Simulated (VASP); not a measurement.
# TaC (Fm-3m) in VASP: electric field gradients with PBEsol

Aim: the electric field gradients of TaC with PBEsol.

All numbers are computed with VASP 6.6.1; they aren't measurements. Logs are shortened: lines on timing, memory, paths and dates and some standing lists are left out, and cuts for length are marked.

**1. Starting point**

It takes space group Fm-3m (No. 225, cubic). Conventional cell: a = 4.446 Å, b = 4.446 Å, c = 4.446 Å, α = 90.00°, β = 90.00°, γ = 90.00°. Ta (site symmetry m-3m) is surrounded by 6 C at 2.22 Å. Around C (site symmetry m-3m) lie 6 Ta at 2.22 Å.

**2. Electric field gradients, PBEsol**

Input file INCAR:

```
ALGO = Normal
EDIFF = 1E-7
ENCUT = 600
GGA = PS
ISIF = 2
ISMEAR = -1
LASPH = True
LCHARG = False
LEFG = True
LREAL = False
LWAVE = False
NELM = 80
PREC = Accurate
SIGMA = 0.05
```

Input file KPOINTS:

```
k-points
0
Gamma
  13 13 13
```

Input file POSCAR:

```
TaC
1.0
    0.0000000000      2.2230000000      2.2230000000
    2.2230000000      0.0000000000      2.2230000000
    2.2230000000      2.2230000000      0.0000000000
Ta C
1 1
Direct
    0.0000000000      0.0000000000      0.0000000000
    0.5000000000      0.5000000000      0.5000000000
```

Potentials or basis: VASP PAW PBE potentials, release 64 (Ta_pv, C).

Run with:

```console
$ cat potpaw_PBE.64/Ta_pv/POTCAR potpaw_PBE.64/C/POTCAR > POTCAR
$ mpirun -np 1 vasp_std > vasp.out
```

OUTCAR:

```text
EDIFF = 1E-7
   ENCUT = 600
   GGA = PS
   ISIF = 2
   ISMEAR = -1
   LASPH = True
   LREAL = False
   NELM = 80
   PREC = Accurate

 ion  position               nearest neighbor table
   1  0.000  0.000  0.000-   2 2.22   2 2.22   2 2.22   2 2.22   2 2.22   2 2.22
   2  0.500  0.500  0.500-   1 2.22   1 2.22   1 2.22   1 2.22   1 2.22   1 2.22

  LATTYP: Found a face centered cubic cell.
 ALAT       =     4.4460000000

  Lattice vectors:

 A1 = (   0.0000000000,   2.2230000000,   2.2230000000)
 A2 = (   2.2230000000,   0.0000000000,   2.2230000000)
 A3 = (   2.2230000000,   2.2230000000,   0.0000000000)

Analysis of symmetry for initial positions (statically):
=====================================================================
 Subroutine PRICEL returns:
 Original cell was already a primitive cell.

 Routine SETGRP: Setting up the symmetry group for a
 face centered cubic supercell.

 Subroutine GETGRP returns: Found 48 space group operations
 (whereof 48 operations were pure point group operations)
 out of a pool of 48 trial point group operations.

The static configuration has the point symmetry O_h .

Analysis of symmetry for dynamics (positions and initial velocities):
=====================================================================
 Subroutine PRICEL returns:
 Original cell was already a primitive cell.

 Routine SETGRP: Setting up the symmetry group for a
 face centered cubic supercell.

 Subroutine GETGRP returns: Found 48 space group operations
 (whereof 48 operations were pure point group operations)
 out of a pool of 48 trial point group operations.

The dynamic configuration has the point symmetry O_h .

 Subroutine INISYM returns: Found 48 space group operations
 (whereof 48 operations are pure point group operations),
 and found     1 'primitive' translations

----------------------------------------------------------------------------------------

                                     Primitive cell

  volume of cell :      21.9709

  direct lattice vectors                    reciprocal lattice vectors
     0.000000000  2.223000000  2.223000000    -0.224921278  0.224921278  0.224921278
     2.223000000  0.000000000  2.223000000     0.224921278 -0.224921278  0.224921278
     2.223000000  2.223000000  0.000000000     0.224921278  0.224921278 -0.224921278

  length of vectors
     3.143796749  3.143796749  3.143796749     0.389575080  0.389575080  0.389575080

  position of ions in fractional coordinates (direct lattice)
     0.000000000  0.000000000  0.000000000
     0.500000000  0.500000000  0.500000000

  ion indices of the primitive-cell ions
   primitive index   ion index
                 1           1
                 2           2

----------------------------------------------------------------------------------------

 KPOINTS: k-points

Automatic generation of k-mesh.
 Grid dimensions read from file:
 generate k-points for:   13   13   13

 Generating k-lattice:

  Cartesian coordinates                     Fractional coordinates (reciprocal lattice)
    -0.017301637  0.017301637  0.017301637     0.076923077  0.000000000  0.000000000
     0.017301637 -0.017301637  0.017301637     0.000000000  0.076923077  0.000000000
     0.017301637  0.017301637 -0.017301637     0.000000000  0.000000000  0.076923077

  Length of vectors
     0.029967314  0.029967314  0.029967314

  Shift w.r.t. Gamma in fractional coordinates (k-lattice)
     0.000000000  0.000000000  0.000000000

 Subroutine IBZKPT returns following result:
 ===========================================

 Found     84 irreducible k-points:

 Following reciprocal coordinates:
            Coordinates               Weight
  0.000000  0.000000  0.000000      1.000000
  0.076923  0.000000  0.000000      8.000000
  0.153846  0.000000  0.000000      8.000000
  0.230769  0.000000  0.000000      8.000000
  0.307692  0.000000  0.000000      8.000000
  0.384615  0.000000  0.000000      8.000000
[... 16 lines left out ...]
  0.384615  0.153846  0.000000     24.000000
  0.461538  0.153846  0.000000     24.000000
 [... further k-points ...]
   k-points           NKPTS =     84   k-points in BZ     NKDIM =     84   number of bands    NBANDS=     11
   number of dos      NEDOS =    301   number of ions     NIONS =      2
   total plane-waves  NPLWV =  21952
   dimension x,y,z NGX =    28 NGY =   28 NGZ =   28
   dimension x,y,z NGXF=    56 NGYF=   56 NGZF=   56
   ions per type =               1   1
   NGX,Y,Z   is equivalent  to a cutoff of  14.81, 14.81, 14.81 a.u.
   NGXF,Y,Z  is equivalent  to a cutoff of  29.61, 29.61, 29.61 a.u.
 SYSTEM =  unknown system
   PREC   = accura    normal or accurate (medium, high low for compatibility)
   ISTART =      0    job   : 0-new  1-cont  2-samecut
   ICHARG =      2    charge: 1-file 2-atom 10-const
   ISPIN  =      1    spin polarized calculation?
   LNONCOLLINEAR =      F non collinear calculations
   LSORBIT =      F    spin-orbit coupling
   LASPH  =      T    aspherical Exc in radial PAW
   ENCUT  =  600.0 eV  44.10 Ry    6.64 a.u.   6.28  6.28  6.28*2*pi/ulx,y,z
   NELM   =     80;   NELMIN=  2; NELMDL= -5     # of ELM steps
   EDIFF  = 0.1E-06   stopping-criterion for ELM
   LREAL  =      F    real-space projection
   EDIFFG = 0.1E-05   stopping-criterion for IOM
   NSW    =      0    number of steps for IOM
   IBRION =     -1    ionic relax: 0-MD 1-quasi-New 2-CG
   NFREE  =      0    steps in history (QN), initial steepest desc. (CG)
   ISIF   =      2    stress and relaxation
   ISYM   =      2    0-nonsym 1-usesym 2-fastsym
   POTIM  = 0.5000    time-step for ionic-motion
   TEBEG  =    0.0;   TEEND  =   0.0 temperature during run
   PSTRESS=    0.0 pullay stress
   NELECT =      15.0000    total number of electrons
   NUPDOWN=      -1.0000    fix difference up-down
   EMIN   =  10.00;   EMAX   =-10.00  energy-range for DOS
   EFERMI =   0.00;   METHOD = LEGACY
   ISMEAR =    -1;   SIGMA  =   0.05  broadening in eV -4-tet -1-fermi 0-gaus
   EFERMI_NEDOS =   21; number of points for ismear=-14 and -15
   IALGO  =     38    algorithm
   IMIX   =      4    mixing-type and parameters
     AMIX     =   0.40;   BMIX     =  1.00
     AMIX_MAG =   1.60;   BMIX_MAG =  1.00
  volume/ion in A,a.u.               =      10.99        74.13
  Fermi-wavevector in a.u.,A,eV,Ry     =   1.441526  2.724089 28.272865  2.077997
  Thomas-Fermi vector in A             =   2.560148
   LORBIT       =      0    0 simple, 1 ext, 2 COOP (PROOUT), +10 PAW based schemes
   GGA     = PS    functional components
   LHFCALC =     F    Hartree Fock is set to
   AEXX    =    0.0000 exact exchange contribution
   IVDW    =     0    specifies the selected vdW correction
   LEPSILON=     F    determine dielectric tensor
   LRPA    =     F    only Hartree local field effects (RPA)
 non-spin polarized calculation
  energy-cutoff  :      600.00
  volume of cell :       21.97
 maximum number of plane-waves:       748
 NGX is ok and might be reduce to    28
   NGX = 13   NGY = 13   NGZ = 13

 number of electron      14.9999999 magnetization

 Free energy of the ion-electron system (eV)
  ---------------------------------------------------
  ext. energy  EPLUGINS =         0.00000000
  ---------------------------------------------------
  free energy    TOTEN  =       -23.53017435 eV

  energy without entropy =      -23.52647676  energy(sigma->0) =      -23.52832556

 E-fermi :   8.3023     XC(G=0): -13.3582

 val. band max:        8.2784070875   @ k =   0.3846   0.1538   0.0769
 cond. band min:       8.3171779871   @ k =   0.0769   0.0000   0.0000
 fundamental gap:      0.0387708995
 Fermi energy:         8.3023452793

 k-point     1 :       0.0000    0.0000    0.0000
  band No.  band energies     occupation
      1     -26.6769      2.00000
      2     -26.6769      2.00000
      3     -26.6769      2.00000
      4      -6.5264      2.00000
      5       6.9315      2.00000
      6       6.9315      2.00000
      7       6.9315      2.00000
      8       7.8642      1.99969
      9       7.8642      1.99969
     10       7.8642      1.99969
     11       8.9470      0.00001

 k-point     2 :       0.0769    0.0000    0.0000
  band No.  band energies     occupation
      1     -26.7219      2.00000
      2     -26.6814      2.00000
      3     -26.6814      2.00000
      4      -6.3565      2.00000
      5       6.1265      2.00000
      6       6.5264      2.00000
      7       6.5264      2.00000
      8       7.4413      2.00000
      9       7.4413      2.00000
     10       8.3172      0.85275
     11      10.1110      0.00000

 k-point     3 :       0.1538    0.0000    0.0000
  band No.  band energies     occupation
      1     -26.8446      2.00000
      2     -26.6938      2.00000
      3     -26.6938      2.00000
      4      -5.8670      2.00000
      5       4.8013      2.00000
      6       5.4098      2.00000
      7       5.4098      2.00000
      8       7.8007      1.99991
      9       7.8007      1.99991
     10       8.7856      0.00013
     11      11.8502      0.00000

 k-point     4 :       0.2308    0.0000    0.0000
  band No.  band energies     occupation
      1     -27.0131      2.00000
      2     -26.7112      2.00000
      3     -26.7112      2.00000
      4      -5.1136      2.00000
      5       3.3997      2.00000
      6       4.4020      2.00000
      7       4.4020      2.00000
      8       8.5076      0.03244
      9       8.5076      0.03244
     10       9.2195      0.00000
     11      13.6933      0.00000
[... 239 lines left out ...]
 k-point    22 :       0.3077    0.1538    0.0000
  band No.  band energies     occupation
      1     -27.0843      2.00000
      2     -26.7815      2.00000
      3     -26.7730      2.00000
      4      -4.5285      2.00000
      5       2.2496      2.00000
      6       4.0856      2.00000
      7       4.8504      2.00000
      8       7.1142      2.00000
      9      10.0922      0.00000
     10      10.9250      0.00000
     11      12.6706      0.00000

 k-point    23 :       0.3846    0.1538    0.0000
  band No.  band energies     occupation
      1     -27.2199      2.00000
      2     -26.8034      2.00000
      3     -26.7953      2.00000
      4      -3.7537      2.00000
      5       1.4776      2.00000
      6       3.4373      2.00000
      7       4.1260      2.00000
      8       7.8577      1.99973
      9      10.8573      0.00000
     10      11.4816      0.00000
     11      14.1770      0.00000

 k-point    24 :       0.4615    0.1538    0.0000
  band No.  band energies     occupation
      1     -27.3171      2.00000
      2     -26.8362      2.00000
      3     -26.7975      2.00000
      4      -3.0053      2.00000
      5       0.7387      2.00000
      6       3.1081      2.00000
      7       3.5576      2.00000
      8       8.7763      0.00015
      9      11.2976      0.00000
     10      11.9301      0.00000
     11      15.5748      0.00000

 [... further k-points ...]
[... 5 lines left out ...]
  --------------------------------------------------------------------------------------
  -------------------------------------------------------------------------------------
  Total       -0.0966810     -0.0966810     -0.0966810      0.0000000      0.0000000      0.0000000
  in kB       -7.0502277     -7.0502277     -7.0502277      0.0000000      0.0000000      0.0000000
  external PRESSURE =      -7.0502277 kB  Pullay stress =       0.0000000 kB

 VOLUME and BASIS-vectors are now :
 -----------------------------------------------------------------------------
  energy-cutoff  :      600.00
  volume of cell :       21.97
      direct lattice vectors                 reciprocal lattice vectors
     0.000000000  2.223000000  2.223000000    -0.224921278  0.224921278  0.224921278
     2.223000000  0.000000000  2.223000000     0.224921278 -0.224921278  0.224921278
     2.223000000  2.223000000  0.000000000     0.224921278  0.224921278 -0.224921278

 POSITION                                       TOTAL-FORCE (eV/Angst)
 -----------------------------------------------------------------------------------
      0.00000      0.00000      0.00000        -0.000000     -0.000000     -0.000000
      2.22300      2.22300      2.22300         0.000000      0.000000      0.000000
 -----------------------------------------------------------------------------------
    total drift:                                0.000000      0.000000      0.000000

  FREE ENERGIE OF THE ION-ELECTRON SYSTEM (eV)
  ---------------------------------------------------
  free  energy   TOTEN  =       -23.5301743522 eV

  energy  without entropy=      -23.5264767621  energy(sigma->0) =      -23.52832556

 Electric field gradients (V/A^2)
---------------------------------------------------------------------
 ion       V_xx      V_yy      V_zz      V_xy      V_xz      V_yz
---------------------------------------------------------------------
   1       0.000     0.000    -0.000     0.000     0.000     0.000
   2       0.000    -0.000     0.000     0.000     0.000     0.000
---------------------------------------------------------------------

 Electric field gradients after diagonalization (V/A^2)
 (convention: |V_zz| > |V_xx| > |V_yy|)
----------------------------------------------------------------------
 ion       V_xx      V_yy      V_zz     asymmetry (V_yy - V_xx)/ V_zz
----------------------------------------------------------------------
   1      -0.000    -0.000     0.000       0.000
   2      -0.000    -0.000     0.000       0.000
----------------------------------------------------------------------

           NMR quadrupolar parameters

 Cq : quadrupolar parameter    Cq=e*Q*V_zz/h
 eta: asymmetry parameters     (V_yy - V_xx)/ V_zz
 Q  : nuclear electric quadrupole moment in mb (millibarn)
----------------------------------------------------------------------
 ion       Cq(MHz)       eta       Q (mb)
----------------------------------------------------------------------
   1       0.000       0.000       1.000
   2       0.000       0.000       1.000
----------------------------------------------------------------------
```

Wall time 19 s (1 thread of Intel Xeon Platinum 8488C (Sapphire Rapids), shared host); peak memory 0.18 GiB.

What came out:

```
Free energy            : -23.5302 eV
Pressure               : -0.7 GPa
Band gap on the k mesh : none (metal or under the smearing width)
```

Levels at points of the mesh, in eV from the Fermi level:
```
           k point  band 6  band 7  band 8  band 9  band 10  band 11
(0.00, 0.00, 0.00)   -1.37   -1.37   -0.44   -0.44    -0.44     0.64
```

Electric field gradients, principal values (V/Å²):
| atom | Vxx | Vyy | Vzz |
| --- | --- | --- | --- |
| 1 Ta | 0.000 | 0.000 | 0.000 |
| 2 C | 0.000 | 0.000 | 0.000 |

Caveat: the PAW data sets were made with another functional, which shifts forces and pressure a little. Spin-orbit coupling is left out, which matters for the levels of Ta.
